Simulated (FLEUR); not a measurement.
# ZnS (F-43m) in FLEUR: further runs, part 2 of 2

FLEUR MaX-R8.1 (later development tree).

### 3 Equation of state, PBE, 18.94 Å³/atom (volume scaled by 0.96)

File inp.xml:

```xml
<?xml version="1.0" encoding="UTF-8" standalone="no"?>
<fleurInput fleurInputVersion="0.39">
   <comment>
      ZnS                                                                                                 
   </comment>
   <calculationSetup>
      <cutoffs Kmax="5.27" Gmax="16.3" GmaxXC="16.3" numbands="0"/>
      <scfLoop itmax="60" minDistance="0.00001" maxIterBroyd="15" imix="Anderson" alpha="0.05" precondParam="0.0" spinf="2.0" sdNocoIR="T"/>
      <coreElectrons ctail="T" frcor="F" kcrel="0" coretail_lmax="0"/>
      <xcFunctional name="pbe" relativisticCorrections="F"/>
      <magnetism jspins="1"/>
      <soc l_soc="F" theta="0.0" phi="0.0" spav="F"/>
      <expertModes spex="0" secvar="F"/>
      <geometryOptimization l_f="F" forcealpha="1.0" forcemix="BFGS" epsdisp="0.0005" epsforce="0.0002"/>
      <ldaU l_linMix="F" mixParam="0.05" spinf="1.0"/>
   </calculationSetup>
   <cell>
      <bzIntegration valenceElectrons="26.0" mode="hist" fermiSmearingEnergy="0.00183747">
         <kPointListSelection listName="default-1"/>
         <!-- k-points included here -->
         <xi:include xmlns:xi="http://www.w3.org/2001/XInclude" href="kpts.xml"> </xi:include>
      </bzIntegration>
      <!-- symmetry operations included here -->
      <xi:include xmlns:xi="http://www.w3.org/2001/XInclude" href="sym.xml"> </xi:include>
      <bulkLattice scale="0.9864848297">
         <bravaisMatrix>
            <row-1>    0.0000000000000000     5.1060399886691998     5.1060399886691998</row-1>
            <row-2>    5.1060399886691998     0.0000000000000000     5.1060399886691998</row-2>
            <row-3>    5.1060399886691998     5.1060399886691998     0.0000000000000000</row-3>
         </bravaisMatrix>
      </bulkLattice>
   </cell>
   <atomSpecies>
      <species name="Zinc (Zn)" element="Zn" atomicNumber="30">
         <mtSphere radius="2.11" gridPoints="721" logIncrement="0.017"/>
         <atomicCutoffs lmax="9" lnonsphr="7"/>
         <electronConfig flipSpins="F">
            <coreConfig>(1s1/2) (2s1/2) (2p1/2) (2p3/2)</coreConfig>
            <valenceConfig>(3s1/2) (3p1/2) (3p3/2) (4s1/2) (3d3/2) (3d5/2)</valenceConfig>
         </electronConfig>
         <energyParameters s="4" p="4" d="3" f="4"/>
         <lo type="SCLO" l="0" n="3" eDeriv="0"/>
         <lo type="SCLO" l="1" n="3" eDeriv="0"/>
         <lo type="SCLO" l="1" n="3" eDeriv="1"/>
         <lo type="HELO" l="2" n="4" eDeriv="0"/>
         <lo type="HELO" l="2" n="4" eDeriv="1"/>
         <lo type="SCLO" l="3" n="4" eDeriv="2"/>
      </species>
      <species name="Sulfur (S)" element="S" atomicNumber="16">
         <mtSphere radius="1.86" gridPoints="635" logIncrement="0.018"/>
         <atomicCutoffs lmax="8" lnonsphr="6"/>
         <electronConfig flipSpins="F">
            <coreConfig>(1s1/2) (2s1/2) (2p1/2) (2p3/2)</coreConfig>
            <valenceConfig>(3s1/2) (3p1/2) (3p3/2)</valenceConfig>
            <stateOccupation state="(3p1/2)" spinUp="0.666667" spinDown="0.666667"/>
            <stateOccupation state="(3p3/2)" spinUp="1.333333" spinDown="1.333333"/>
         </electronConfig>
         <energyParameters s="3" p="3" d="3" f="4"/>
         <lo type="SCLO" l="0" n="3" eDeriv="2"/>
         <lo type="SCLO" l="1" n="3" eDeriv="2"/>
         <lo type="SCLO" l="2" n="3" eDeriv="2"/>
         <lo type="SCLO" l="3" n="4" eDeriv="2"/>
      </species>
   </atomSpecies>
   <atomGroups>
      <atomGroup species="Zinc (Zn)">
         <relPos label="                   1">-1.000/4.000 -1.000/4.000 -1.000/4.000</relPos>
         <force calculate="T" relaxXYZ="TTT"/>
      </atomGroup>
      <atomGroup species="Sulfur (S)">
         <relPos label="                   2">.0000000000 .0000000000 .0000000000</relPos>
         <force calculate="T" relaxXYZ="TTT"/>
      </atomGroup>
   </atomGroups>
   <output dos="F" band="F" slice="F">
      <checks vchk="F" cdinf="F"/>
      <bandDOS minEnergy="-.5*Htr" maxEnergy="0.5*Htr" sigma="0.015" storeEVData="T"/>
      <vacuumDOS vacdos="F" integ="F" star="F" nstars="0" locx1="0.0" locy1="0.0" locx2="0.0" locy2="0.0" nstm="0" tworkf="0.0"/>
      <unfoldingBand unfoldBand="F" supercellX="1" supercellY="1" supercellZ="1"/>
      <plotting iplot="0" polar="F">
         <plot TwoD="T" vec1="  1.0  0.0  0.0" vec2="  0.0  1.0  0.0" vec3="  0.0  0.0  1.0" zero="  0.0  0.0  0.0" file="plot"/>
      </plotting>
      <chargeDensitySlicing numkpt="0" minEigenval="0.0" maxEigenval="0.0" nnne="0" pallst="F"/>
      <specialOutput eonly="F"/>
      <moessbauerParams electricFieldGradient="T" isomerShift="T" coreHyperfine="T" valenceHyperfine="T"/>
      <magneticCircularDichroism mcd="F" energyLo="-10.0" energyUp="0.0"/>
   </output>
  <!-- We include the file relax.xml here to enable relaxations (see documentation) -->
  <xi:include xmlns:xi="http://www.w3.org/2001/XInclude" href="relax.xml"> <xi:fallback/> </xi:include>
</fleurInput>
```

Potentials or basis: all-electron, FLAPW.

On the command line:

```
> inpgen -f crystal.txt -profile fastHighL
> # inp.xml edited to the form shown
> fleur_MPI
```

It took 3 min on 1 thread of Arm Neoverse V1, shared host; peak memory 0.07 GiB.

The run converged. Its results:

```yaml
Free_energy: -59739.1302 eV
Band_gap_on_the_k_mesh: 2.29 eV, direct
Valence_electrons_inside_the_program's_atomic_spheres: Zn 18.39; S 3.46 (radii Zn 2.11, S 1.86 bohr)
```

### 4 Equation of state, PBE, 19.33 Å³/atom (volume scaled by 0.98)

inp.xml, as its differences from that of step 3:

```diff
@@ -24,3 +24,3 @@
       <xi:include xmlns:xi="http://www.w3.org/2001/XInclude" href="sym.xml"> </xi:include>
-      <bulkLattice scale="0.9864848297">
+      <bulkLattice scale="0.9932883884">
          <bravaisMatrix>
```

On the command line:

```
> inpgen -f crystal.txt -profile fastHighL
> # inp.xml edited to the form shown
> fleur_MPI
```

Run time: 3.2 min. Hardware: 1 thread of Arm Neoverse V1, shared host; peak memory 0.07 GiB.

The run converged. Its results:

```yaml
Free_energy: -59739.1505 eV
Band_gap_on_the_k_mesh: 2.20 eV, direct
Valence_electrons_inside_the_program's_atomic_spheres: Zn 18.38; S 3.45 (radii Zn 2.11, S 1.86 bohr)
```

### 5 Equation of state, PBE, 19.73 Å³/atom

inp.xml, as its differences from that of step 4:

```diff
@@ -24,3 +24,3 @@
       <xi:include xmlns:xi="http://www.w3.org/2001/XInclude" href="sym.xml"> </xi:include>
-      <bulkLattice scale="0.9932883884">
+      <bulkLattice scale="1.0000000000">
          <bravaisMatrix>
```

On the command line:

```
> inpgen -f crystal.txt -profile fastHighL
> # inp.xml edited to the form shown
> fleur_MPI
```

Run time: 3.4 min. Hardware: 1 thread of Arm Neoverse V1, shared host; peak memory 0.08 GiB.

The run converged. Its results:

```
Free energy                                           : -59739.1624 eV
Band gap on the k mesh                                : 2.11 eV, direct
Valence electrons inside the program's atomic spheres : Zn 18.36; S 3.44 (radii Zn 2.11, S 1.86 bohr)
```

### 6 Equation of state, PBE, 20.12 Å³/atom (volume scaled by 1.02)

inp.xml, as its differences from that of step 5:

```diff
@@ -24,3 +24,3 @@
       <xi:include xmlns:xi="http://www.w3.org/2001/XInclude" href="sym.xml"> </xi:include>
-      <bulkLattice scale="1.0000000000">
+      <bulkLattice scale="1.0066227096">
          <bravaisMatrix>
```

Potentials or basis: all-electron, FLAPW.

On the command line:

```
> inpgen -f crystal.txt -profile fastHighL
> # inp.xml edited to the form shown
> fleur_MPI
```

Run time: 3.6 min. Hardware: 1 thread of Arm Neoverse V1, shared host; peak memory 0.08 GiB.

Results (log left out):

```
Free energy                                           : -59739.1668 eV
Band gap on the k mesh                                : 2.03 eV, direct
Valence electrons inside the program's atomic spheres : Zn 18.35; S 3.43 (radii Zn 2.11, S 1.86 bohr)
```

### 7 Equation of state, PBE, 20.52 Å³/atom (volume scaled by 1.04)

inp.xml, as its differences from that of step 6:

```diff
@@ -24,3 +24,3 @@
       <xi:include xmlns:xi="http://www.w3.org/2001/XInclude" href="sym.xml"> </xi:include>
-      <bulkLattice scale="1.0066227096">
+      <bulkLattice scale="1.0131594038">
          <bravaisMatrix>
```

On the command line:

```
> inpgen -f crystal.txt -profile fastHighL
> # inp.xml edited to the form shown
> fleur_MPI
```

Wall time 3.6 min (1 thread of Arm Neoverse V1, shared host); peak memory 0.08 GiB.

It converged, with:

```yaml
Free_energy: -59739.1643 eV
Band_gap_on_the_k_mesh: 1.94 eV, direct
Valence_electrons_inside_the_program's_atomic_spheres: Zn 18.33; S 3.43 (radii Zn 2.11, S 1.86 bohr)
```

### 8 Equation of state, PBE, 20.91 Å³/atom (volume scaled by 1.06)

inp.xml, as its differences from that of step 7:

```diff
@@ -24,3 +24,3 @@
       <xi:include xmlns:xi="http://www.w3.org/2001/XInclude" href="sym.xml"> </xi:include>
-      <bulkLattice scale="1.0131594038">
+      <bulkLattice scale="1.0196128224">
          <bravaisMatrix>
```

On the command line:

```
> inpgen -f crystal.txt -profile fastHighL
> # inp.xml edited to the form shown
> fleur_MPI
```

Wall time 3.7 min (1 thread of Arm Neoverse V1, shared host); peak memory 0.08 GiB.

The run converged. Its results:

| Property | Result |
| --- | --- |
| Free energy | -59739.1558 eV |
| Band gap on the k mesh | 1.86 eV, direct |
| Valence electrons inside the program's atomic spheres | Zn 18.32; S 3.42 (radii Zn 2.11, S 1.86 bohr) |

### 9 Equation of state, PBE

Potentials or basis: all-electron, FLAPW.

No new run: the results of the series are fitted here.

What came out:

```
Equilibrium volume                      : 20.17 Å³/atom
Bulk modulus                            : 69 GPa
Pressure derivative of the bulk modulus : 4.4
```

Energy against volume, from the lowest point:
| volume (Å³/atom) | energy (meV/atom) |
| --- | --- |
| 18.543 | 33.07 |
| 18.938 | 18.26 |
| 19.332 | 8.12 |
| 19.727 | 2.17 |
| 20.121 | 0.00 |
| 20.516 | 1.22 |
| 20.910 | 5.49 |

PBE usually gives volumes a little too large and moduli too small.

### 10 Against experiment

Step 9. Against the measured bulk modulus of ZnS, 76.9 GPa (quoted in “Electronic, vibrational, and thermodynamic properties of ZnS (zincblende and rocksalt structure)”, 2009, arxiv:0911.5022), the calculated 69 GPa is off by -9.7 %. The fit is for a static lattice scaled at fixed shape and fixed fractional positions.
